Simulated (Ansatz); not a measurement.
Here are 2 structures of PtSe2, each relaxed with r2SCAN+rVV10 (the PAW code Ansatz). Computed values for non-magnetic cells; some structures come from databases, others from prototypes and may be hypothetical.

- CdI2 type: space group P-3m1 (No. 164), trigonal; conventional cell a = 3.729 Å, c = 5.277 Å, 21.18 Å³ an atom. Pt is surrounded by 6 Se at 2.51 Å; Se is surrounded by 3 Pt at 2.51 Å.
- 2H-MoS2 type: space group P6_3/mmc (No. 194), hexagonal; a = 3.597 Å, c = 11.255 Å in the conventional setting, 21.01 Å³ an atom. Pt is surrounded by 6 Se at 2.55 Å; Se is surrounded by 3 Pt at 2.55 Å.

Problem. Which is lowest in energy with r2SCAN+rVV10, and by how much?

Solution. Among these cells the lowest with r2SCAN+rVV10 is CdI2 type, 449 meV an atom below the next, 2H-MoS2 type. Other structures, not computed here, could lie lower.

Problem. Does the order change among the functionals that relaxed these cells?

Solution. Not for the lowest cell. PBE-D3(BJ) agrees on the lowest cell. PBE-D3(BJ): CdI2 type 0, 2H-MoS2 type 400 meV an atom.

Problem. What gaps does r2SCAN give on these cells?

Solution. CdI2 type: none (overlap 0.04); 2H-MoS2 type: none (overlap 0.94) (eV; d direct, i indirect).

Problem. What gaps does PBE give on these cells?

Solution. CdI2 type: none (overlap 0.16); 2H-MoS2 type: none (overlap 0.97) (eV; d direct, i indirect).

No spin-orbit coupling is included; it can move band edges with weight on the heavy atoms by tenths of an eV.

Overlapping bands make a metal at that level, for which these meshes are coarse; small forces, stresses and energy differences are uncertain.
